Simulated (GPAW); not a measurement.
# AlCo: relaxation of cell and atoms with revPBE

The system is AlCo.

```
Co Al
1.0
     2.81940    0.00000    0.00000
     0.00000    2.81940    0.00000
     0.00000    0.00000    2.81940
Co Al
1 1
Direct
  0.50000 0.50000 0.50000
  0.00000 0.00000 0.00000
```

The cell is a database's computed one.

```yaml
Program: GPAW 26.7.0
Task: relaxation of cell and atoms
Functional: revPBE
Potentials_or_basis: the program's PAW data sets (release 1.2.1) made for this functional
Cutoff: 600 eV
Basis: pw
k_mesh: 8 × 8 × 8
Occupations: fermi-dirac, width 0.05 eV
Spin: collinear spin, ferromagnetic start
Starting_moments: "[2.0, 0.0] μB"
Maxiter: 150
Optimizer: BFGS
Fmax: 0.02 eV/Å
Max_steps: 60
```

- Relaxed volume: 11.83 Å³/atom
- Relaxed cell: a = 2.871 Å, b = 2.871 Å, c = 2.871 Å, α = 90.00°, β = 90.00°, γ = 90.00°
- Space group after relaxing (to 0.05 Å): Pm-3m (No. 221)
- Energy gained by relaxing: 22.6 meV/atom
- Ionic steps: 4
- Pressure after relaxing: 0.0 GPa
- Band gap on the k mesh: none (metal or under the smearing width)
- Net moment: 0.00 μB per cell

The path:
| step | energy change (eV) | largest force (eV/Å) | pressure (GPa) | volume (Å³) |
| --- | --- | --- | --- | --- |
| 1 | 0.0000 | 0.0000 | 10.70 | 22.41 |
| 2 | -0.0220 | 0.0000 | 7.31 | 22.77 |
| 3 | -0.0451 | 0.0000 | 0.40 | 23.62 |
| 4 | -0.0452 | 0.0000 | 0.01 | 23.67 |

Final structure:
```cif
data_structure
_symmetry_space_group_name_H-M 'P 1'
_symmetry_Int_Tables_number 1
_cell_length_a 2.8712
_cell_length_b 2.8712
_cell_length_c 2.8712
_cell_angle_alpha 90.000
_cell_angle_beta 90.000
_cell_angle_gamma 90.000
_cell_volume 23.67
loop_
_atom_site_label
_atom_site_type_symbol
_atom_site_fract_x
_atom_site_fract_y
_atom_site_fract_z
_atom_site_occupancy
Co1 Co 0.50000 0.50000 0.50000 1
Al1 Al 0.00000 0.00000 0.00000 1
```

Levels at points of the mesh, in eV from the Fermi level:
Spin up:
| k point | band 3 | band 4 | band 5 | band 6 | band 7 | band 8 | band 9 | band 10 |
| --- | --- | --- | --- | --- | --- | --- | --- | --- |
| (0.00, 0.00, 0.00) | -2.87 | -0.80 | -0.80 | -0.80 | 5.85 | 5.85 | 5.85 | 8.63 |
| (0.50, 0.00, 0.00) | -2.29 | -1.66 | -1.66 | -0.69 | 0.18 | 8.34 | 10.46 | 10.46 |
| (0.50, 0.50, 0.00) | -2.70 | -2.70 | -1.45 | -1.45 | -0.21 | 2.35 | 3.38 | 12.58 |
| (0.50, 0.50, 0.50) | -3.85 | -0.18 | -0.18 | 2.32 | 2.32 | 2.32 | 3.99 | 5.23 |
Spin down:
| k point | band 4 | band 5 | band 6 | band 7 | band 8 | band 9 |
| --- | --- | --- | --- | --- | --- | --- |
| (0.00, 0.00, 0.00) | -0.80 | -0.80 | -0.80 | 5.85 | 5.85 | 5.85 |
| (0.50, 0.00, 0.00) | -1.66 | -1.66 | -0.69 | 0.18 | 8.34 | 10.46 |
| (0.50, 0.50, 0.00) | -2.70 | -1.45 | -1.45 | -0.21 | 2.35 | 3.38 |
| (0.50, 0.50, 0.50) | -0.18 | -0.18 | 2.32 | 2.32 | 2.32 | 3.99 |

Wall time 57 s on 1 thread of Arm Neoverse V2, with other jobs on the host, peak memory 0.2 GiB.

Caveat: each step starts from the last one's moments, so a moment once lost doesn't come back; the starting moments collapsed, and a magnetic state may lie lower; later steps reuse the first step's grids.
